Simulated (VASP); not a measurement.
Input of a VASP 6.6.1 run:

INCAR

```
SYSTEM = SiC
PREC     = Accurate       ! precision mode
ENCUT    = 520            ! plane-wave cutoff, eV
EDIFF    = 1E-6           ! SCF threshold, eV
ISMEAR   = 0              ! smearing method
SIGMA    = 0.03           ! smearing width, eV
LREAL    = .FALSE.        ! projectors in reciprocal space
LASPH    = .TRUE.         ! aspherical terms in the spheres
NELM     = 80             ! most SCF steps
ALGO     = Normal         ! electronic algorithm
ISIF     = 2              ! what is computed and relaxed
LWAVE    = .FALSE.        ! write WAVECAR
LCHARG   = .FALSE.        ! write CHGCAR
GGA      = PS             ! functional
NBANDS   = 36             ! bands
ICORELEVEL= 1            
KPAR     = 4
```

KPOINTS

```
Automatic mesh
0
G
  12 12 2
  0 0 0
```

POSCAR

```
SiC                                     
1.0
    3.0798348540      0.0000000000      0.0000000000
   -1.5399174270      2.6672152183      0.0000000000
    0.0000000000      0.0000000000     15.1116731387
  Si              C             
     6     6
Direct
     0.0000000000000000    0.0000000000000000    0.1250363669783638
     0.0000000000000000    0.0000000000000000    0.6250363669783638
     0.3333333300000021    0.6666666699999979    0.2918190985855702
     0.6666666699999979    0.3333333300000021    0.7918190985855702
     0.3333333300000021    0.6666666699999979    0.9583117383836282
     0.6666666699999979    0.3333333300000021    0.4583117383836282
     0.0000000000000000    0.0000000000000000    0.9996886894007773
     0.0000000000000000    0.0000000000000000    0.4996886894007773
     0.3333333300000021    0.6666666699999979    0.1668269790880998
     0.6666666699999979    0.3333333300000021    0.6668269790880998
     0.3333333300000021    0.6666666699999979    0.8333171275635536
     0.6666666699999979    0.3333333300000021    0.3333171275635536
```

KPOINTS_OPT

```
explicit points
141
Reciprocal
 0.0000000000  0.0000000000  0.0000000000 1
 0.0357142857  0.0000000000  0.0000000000 1
 0.0714285714  0.0000000000  0.0000000000 1
 0.1071428571  0.0000000000  0.0000000000 1
 0.1428571429  0.0000000000  0.0000000000 1
 0.1785714286  0.0000000000  0.0000000000 1
[... 133 lines left out ...]
 0.5000000000  0.0000000000  0.5000000000 1
 0.5000000000  0.0000000000  0.0000000000 1
```

Potentials or basis: VASP PAW PBE potentials, release 64 (Si, C).

Launch:

```console
$ cat potpaw_PBE.64/Si/POTCAR potpaw_PBE.64/C/POTCAR > POTCAR
$ mpirun -np 4 vasp_std > vasp.out
```

(1) Estimate the band gap along the path.

(2) What does it give for the band gap on the k mesh?

(3) Estimate the pressure.

Results:

(1) 1.91 eV, indirect (least direct gap 3.02 eV).

(2) 1.91 eV, indirect (least direct gap 3.02 eV).

(3) 0.1 GPa.

Caveat: the PAW data sets were made with another functional, which shifts forces and pressure a little.
